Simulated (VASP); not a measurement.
# Ca2B5 (P6/mmm) in VASP: relaxation of cell and atoms with PBE

Aim: the relaxation of cell and atoms of Ca2B5 with PBE.

Program: VASP 6.6.1. These are calculated values, not measurements. Logs are shortened: lines on timing, memory, paths and dates and some standing lists are left out, and cuts for length are marked.

## (1) The cell of the first run

Symmetry: P6/mmm, No. 191, hexagonal system. The conventional cell has a = 4.531 Å, b = 4.531 Å, c = 4.563 Å, α = 90.00°, β = 90.00°, γ = 120.00°. Ca (site symmetry -6m2) has 2 B at 2.28 Å and 3 Ca at 2.62 Å as nearest neighbours. B (site symmetry mmm) has 2 B at 1.31 Å as nearest neighbours. Around B (site symmetry -6m2) lie 3 B at 1.31 Å.

The cell was built by a generator and needn't be a form met in nature.

## (2) Relaxation of cell and atoms, PBE (random cell by space group and Wyckoff sites (P6/mmm, No. 191))

Contents of INCAR:

```
SYSTEM = Ca2B5
PREC = Accurate
ENCUT = 600
EDIFF = 1E-7
ISMEAR = 0
SIGMA = 0.1
LREAL = .False.
LASPH = .True.
NELM = 100
ALGO = Fast
ISIF = 3
LWAVE = .False.
LCHARG = .False.
GGA = PE
IBRION = 2
NSW = 90
EDIFFG = -0.04
```

Contents of KPOINTS:

```
Automatic mesh
0
Gamma
  6 6 4
  0 0 0
```

Contents of POSCAR:

```
Ca2B5
1.0
    4.5311703200      0.0000000000      0.0000000000
   -2.2655851600      3.9241086100      0.0000000000
    0.0000000000      0.0000000000      4.5628011600
Ca B
2 5
Direct
    0.3333333300      0.6666666700      0.0000000000
    0.6666666700      0.3333333300      0.0000000000
    0.5000000000      0.0000000000      0.5000000000
    0.0000000000      0.5000000000      0.5000000000
    0.5000000000      0.5000000000      0.5000000000
    0.3333333300      0.6666666700      0.5000000000
    0.6666666700      0.3333333300      0.5000000000
```

Potentials or basis: VASP PAW PBE potentials, release 64 (Ca_sv, B).

On the command line:

```bash
$ cat potpaw_PBE.64/Ca_sv/POTCAR potpaw_PBE.64/B/POTCAR > POTCAR
$ mpirun -np 1 vasp_std > vasp.out
```

OUTCAR:

```text
SYSTEM = Ca2B5
   PREC = Accurate
   ENCUT = 600
   EDIFF = 1E-7
   ISMEAR = 0
   LREAL = .False.
   LASPH = .True.
   NELM = 100
   ISIF = 3
   GGA = PE
   IBRION = 2
   NSW = 90
   EDIFFG = -0.04

 ion  position               nearest neighbor table
   1  0.333  0.667  0.000-   6 2.28   6 2.28   2 2.62   2 2.62   2 2.62   4 2.63   4 2.63   3 2.63
                             3 2.63   5 2.63   5 2.63
   2  0.667  0.333  0.000-   7 2.28   7 2.28   1 2.62   1 2.62   1 2.62   4 2.63   4 2.63   3 2.63
                             3 2.63   5 2.63   5 2.63
   3  0.500  0.000  0.500-   6 1.31   7 1.31   1 2.63   2 2.63   1 2.63   2 2.63
   4  0.000  0.500  0.500-   6 1.31   7 1.31   1 2.63   2 2.63   1 2.63   2 2.63
   5  0.500  0.500  0.500-   6 1.31   7 1.31   1 2.63   2 2.63   1 2.63   2 2.63
   6  0.333  0.667  0.500-   4 1.31   3 1.31   5 1.31   1 2.28   1 2.28
   7  0.667  0.333  0.500-   4 1.31   3 1.31   5 1.31   2 2.28   2 2.28

  LATTYP: Found a hexagonal cell.
 ALAT       =     4.5311703200
 C/A-ratio  =     1.0069807219

  Lattice vectors:

 A1 = (   4.5311703200,   0.0000000000,   0.0000000000)
 A2 = (  -2.2655851600,   3.9241086100,   0.0000000000)
 A3 = (   0.0000000000,   0.0000000000,   4.5628011600)

Analysis of symmetry for initial positions (statically):
=====================================================================
 Subroutine PRICEL returns:
 Original cell was already a primitive cell.

 Routine SETGRP: Setting up the symmetry group for a
 hexagonal supercell.

 Subroutine GETGRP returns: Found 24 space group operations
 (whereof 24 operations were pure point group operations)
 out of a pool of 24 trial point group operations.

The static configuration has the point symmetry D_6h.

Analysis of symmetry for dynamics (positions and initial velocities):
=====================================================================
 Subroutine PRICEL returns:
 Original cell was already a primitive cell.

 Routine SETGRP: Setting up the symmetry group for a
 hexagonal supercell.

 Subroutine GETGRP returns: Found 24 space group operations
 (whereof 24 operations were pure point group operations)
 out of a pool of 24 trial point group operations.

The dynamic configuration has the point symmetry D_6h.

 Subroutine INISYM returns: Found 24 space group operations
 (whereof 24 operations are pure point group operations),
 and found     1 'primitive' translations

----------------------------------------------------------------------------------------

                                     Primitive cell

  volume of cell :      81.1303

  direct lattice vectors                    reciprocal lattice vectors
     4.531170320  0.000000000  0.000000000     0.220693536  0.127417472  0.000000000
    -2.265585160  3.924108610  0.000000000     0.000000000  0.254834945  0.000000000
     0.000000000  0.000000000  4.562801160     0.000000000  0.000000000  0.219163616

  length of vectors
     4.531170320  4.531170323  4.562801160     0.254834945  0.254834945  0.219163616

  position of ions in fractional coordinates (direct lattice)
     0.333333330  0.666666670  0.000000000
     0.666666670  0.333333330  0.000000000
     0.500000000  0.000000000  0.500000000
     0.000000000  0.500000000  0.500000000
     0.500000000  0.500000000  0.500000000
     0.333333330  0.666666670  0.500000000
     0.666666670  0.333333330  0.500000000

  ion indices of the primitive-cell ions
   primitive index   ion index
                 1           1
                 2           2
                 3           3
                 4           4
                 5           5
                 6           6
                 7           7

----------------------------------------------------------------------------------------

 KPOINTS: Automatic mesh

Automatic generation of k-mesh.
 Grid dimensions read from file:
 generate k-points for:    6    6    4

 Generating k-lattice:

  Cartesian coordinates                     Fractional coordinates (reciprocal lattice)
     0.036782256  0.021236245  0.000000000     0.166666667  0.000000000  0.000000000
     0.000000000  0.042472491  0.000000000     0.000000000  0.166666667  0.000000000
     0.000000000  0.000000000  0.054790904     0.000000000  0.000000000  0.250000000

  Length of vectors
     0.042472491  0.042472491  0.054790904

  Shift w.r.t. Gamma in fractional coordinates (k-lattice)
     0.000000000  0.000000000  0.000000000

 Subroutine IBZKPT returns following result:
 ===========================================

 Found     21 irreducible k-points:

 Following reciprocal coordinates:
            Coordinates               Weight
  0.000000  0.000000  0.000000      1.000000
  0.166667  0.000000  0.000000      6.000000
  0.333333  0.000000  0.000000      6.000000
  0.500000  0.000000  0.000000      3.000000
  0.166667  0.166667  0.000000      6.000000
  0.333333  0.166667  0.000000     12.000000
[... 13 lines left out ...]
  0.333333  0.166667  0.500000     12.000000
  0.333333  0.333333  0.500000      2.000000
   k-points           NKPTS =     21   k-points in BZ     NKDIM =     21   number of bands    NBANDS=     21
   number of dos      NEDOS =    301   number of ions     NIONS =      7
   total plane-waves  NPLWV =  46656
   dimension x,y,z NGX =    36 NGY =   36 NGZ =   36
   dimension x,y,z NGXF=    72 NGYF=   72 NGZF=   72
   ions per type =               2   5
   NGX,Y,Z   is equivalent  to a cutoff of  13.21, 13.21, 13.12 a.u.
   NGXF,Y,Z  is equivalent  to a cutoff of  26.42, 26.42, 26.23 a.u.
 SYSTEM =  Ca2B5
   PREC   = accura    normal or accurate (medium, high low for compatibility)
   ISTART =      0    job   : 0-new  1-cont  2-samecut
   ICHARG =      2    charge: 1-file 2-atom 10-const
   ISPIN  =      1    spin polarized calculation?
   LNONCOLLINEAR =      F non collinear calculations
   LSORBIT =      F    spin-orbit coupling
   LASPH  =      T    aspherical Exc in radial PAW
   ENCUT  =  600.0 eV  44.10 Ry    6.64 a.u.   9.05  9.05  9.11*2*pi/ulx,y,z
   NELM   =    100;   NELMIN=  2; NELMDL= -5     # of ELM steps
   EDIFF  = 0.1E-06   stopping-criterion for ELM
   LREAL  =      F    real-space projection
   EDIFFG = -.4E-01   stopping-criterion for IOM
   NSW    =     90    number of steps for IOM
   IBRION =      2    ionic relax: 0-MD 1-quasi-New 2-CG
   NFREE  =      1    steps in history (QN), initial steepest desc. (CG)
   ISIF   =      3    stress and relaxation
   ISYM   =      2    0-nonsym 1-usesym 2-fastsym
   POTIM  = 0.5000    time-step for ionic-motion
   TEBEG  =    0.0;   TEEND  =   0.0 temperature during run
   PSTRESS=    0.0 pullay stress
   NELECT =      35.0000    total number of electrons
   NUPDOWN=      -1.0000    fix difference up-down
   EMIN   =  10.00;   EMAX   =-10.00  energy-range for DOS
   EFERMI =   0.00;   METHOD = LEGACY
   ISMEAR =     0;   SIGMA  =   0.10  broadening in eV -4-tet -1-fermi 0-gaus
   EFERMI_NEDOS =   21; number of points for ismear=-14 and -15
   IALGO  =     68    algorithm
   IMIX   =      4    mixing-type and parameters
     AMIX     =   0.40;   BMIX     =  1.00
     AMIX_MAG =   1.60;   BMIX_MAG =  1.00
  volume/ion in A,a.u.               =      11.59        78.21
  Fermi-wavevector in a.u.,A,eV,Ry     =   1.237000  2.337592 20.819229  1.530170
  Thomas-Fermi vector in A             =   2.371586
   LORBIT       =      0    0 simple, 1 ext, 2 COOP (PROOUT), +10 PAW based schemes
   GGA     = PE    functional components
   LHFCALC =     F    Hartree Fock is set to
   AEXX    =    0.0000 exact exchange contribution
   IVDW    =     0    specifies the selected vdW correction
   LEPSILON=     F    determine dielectric tensor
   LRPA    =     F    only Hartree local field effects (RPA)
 conjugate gradient relaxation of ions
 non-spin polarized calculation
 RMM-DIIS sequential band-by-band and
 Gauss-broadening in eV      SIGMA  =   0.10
  energy-cutoff  :      600.00
  volume of cell :       81.13
 maximum number of plane-waves:      2727
   NGX = 19   NGY = 19   NGZ = 19

--------------------------------------- Ionic step        1  -------------------------------------------

 number of electron      34.9999999 magnetization

 Free energy of the ion-electron system (eV)
  ---------------------------------------------------
  ext. energy  EPLUGINS =         0.00000000
  ---------------------------------------------------
  free energy    TOTEN  =       -22.76851810 eV

  energy without entropy =      -22.75288476  energy(sigma->0) =      -22.76070143

 E-fermi :   4.8700     XC(G=0): -10.2289

 val. band max:        4.8524623221   @ k =   0.3333   0.0000   0.0000
 cond. band min:       4.9026599239   @ k =   0.1667   0.1667   0.5000
 fundamental gap:      0.0501976018
 Fermi energy:         4.8700116798

 k-point     1 :       0.0000    0.0000    0.0000
  band No.  band energies     occupation
      1     -35.9044      2.00000
      2     -35.2608      2.00000
      3     -17.6451      2.00000
      4     -17.6451      2.00000
      5     -17.0160      2.00000
      6     -16.3937      2.00000
[... 1108 lines left out ...]
      5     -25.7930      2.00000
      6     -25.7926      2.00000
[... 13 lines left out ...]
     20      -1.0273      0.00009
     21      -0.8544      0.00000

[... ionic steps 4 to 14 ...]

--------------------------------------- Ionic step       15  -------------------------------------------

 number of electron      35.0000004 magnetization

------------------------ aborting loop because EDIFF is reached ----------------------------------------

  FORCE on cell =-STRESS in cart. coord.  units (eV):
  Direction    XX          YY          ZZ          XY          YZ          ZX
  --------------------------------------------------------------------------------------
  -------------------------------------------------------------------------------------
  Total       -1.8511319     -1.8511319     -1.3328422      0.0000000      0.0000000      0.0000000
  in kB      -20.7875799    -20.7875799    -14.9673633      0.0000000      0.0000000      0.0000000
  external PRESSURE =     -18.8475077 kB  Pullay stress =       0.0000000 kB
[... 67 lines left out ...]
  energy  without entropy=      -33.9677812914  energy(sigma->0) =      -33.97631739

--------------------------------------- Ionic step       17  -------------------------------------------

 number of electron      35.0000009 magnetization

 Free energy of the ion-electron system (eV)
  ---------------------------------------------------
  ext. energy  EPLUGINS =         0.00000000
  ---------------------------------------------------
  free energy    TOTEN  =       -33.98677681 eV

  energy without entropy =      -33.97054888  energy(sigma->0) =      -33.97866284

 E-fermi :   2.0366     XC(G=0):  -8.1434

 val. band max:        2.0212525541   @ k =   0.3333   0.0000   0.0000
 cond. band min:       2.0538197797   @ k =   0.1667   0.0000   0.5000
 fundamental gap:      0.0325672256
 Fermi energy:         2.0365546233

 k-point     1 :       0.0000    0.0000    0.0000
  band No.  band energies     occupation
      1     -39.1020      2.00000
      2     -39.0352      2.00000
      3     -20.3611      2.00000
      4     -20.3611      2.00000
      5     -20.0842      2.00000
      6     -20.0842      2.00000
[... 527 lines left out ...]
  FREE ENERGIE OF THE ION-ELECTRON SYSTEM (eV)
  ---------------------------------------------------
  free  energy   TOTEN  =       -33.9867768101 eV

  energy  without entropy=      -33.9705488752  energy(sigma->0) =      -33.97866284

 reached required accuracy - stopping structural energy minimisation
```

Run time: 35 min. Hardware: 1 thread of Intel Xeon Platinum 8375C at 2.90GHz (Ice Lake), shared host; peak memory 0.24 GiB.

What came out:

| Item | Value |
| --- | --- |
| Free energy | -33.9868 eV |
| Relaxed volume | 19.73 Å³/atom |
| Relaxed cell | a = 5.660 Å, b = 5.660 Å, c = 4.978 Å, α = 90.00°, β = 90.00°, γ = 120.00° |
| Space group after relaxing (to 0.05 Å) | P6/mmm (No. 191) |
| Energy gained by relaxing | 1602.6 meV/atom |
| Ionic steps | 17 |
| Pressure after relaxing | 0.1 GPa |
| Band gap on the k mesh | none (metal or under the smearing width) |

Step by step:
| step | energy change (eV) | largest force (eV/Å) | pressure (GPa) | volume (Å³) |
| --- | --- | --- | --- | --- |
| 1 | 0.0000 | 0.0000 | 81.76 | 81.13 |
| 2 | 109.1060 | 0.0000 | 33.02 | 170.13 |
| 3 | 145.3014 | 0.0000 | 13.65 | 416.64 |
| 4 | 157.4070 | 0.0000 | -26.46 | 1412.49 |
| 5 | 11.9316 | 0.0000 | -9.38 | 474.25 |
| 6 | 9.5078 | 0.0000 | -9.11 | 443.00 |
| 7 | 8.6799 | 0.0000 | -9.01 | 429.54 |
| 8 | -6.6650 | 0.0000 | -11.46 | 200.76 |
| 9 | -10.1693 | 0.0000 | 7.48 | 126.94 |
| 10 | -10.2400 | 0.0000 | -0.18 | 141.01 |
| 11 | -10.2861 | 0.0000 | 1.73 | 136.87 |
| 12 | -9.7814 | 0.0000 | 13.01 | 120.17 |
| 13 | -11.1011 | 0.0000 | 4.06 | 130.28 |
| 14 | -11.1018 | 0.0000 | 4.29 | 129.87 |
| 15 | -11.1911 | 0.0000 | -1.88 | 142.67 |
| 16 | -11.2163 | 0.0000 | -0.10 | 138.37 |
| 17 | -11.2183 | 0.0000 | 0.05 | 138.10 |

Final structure:
```
Ca B
1.0
     5.65982    0.00000    0.00000
    -2.82991    4.90155    0.00000
     0.00000    0.00000    4.97807
Ca B
2 5
Direct
  0.33333 0.66667 0.00000
  0.66667 0.33333 0.00000
  0.50000 0.00000 0.50000
  0.00000 0.50000 0.50000
  0.50000 0.50000 0.50000
  0.33333 0.66667 0.50000
  0.66667 0.33333 0.50000
```

Caveat: the volume moved by over 15 % at a fixed basis, so the end points are rough.
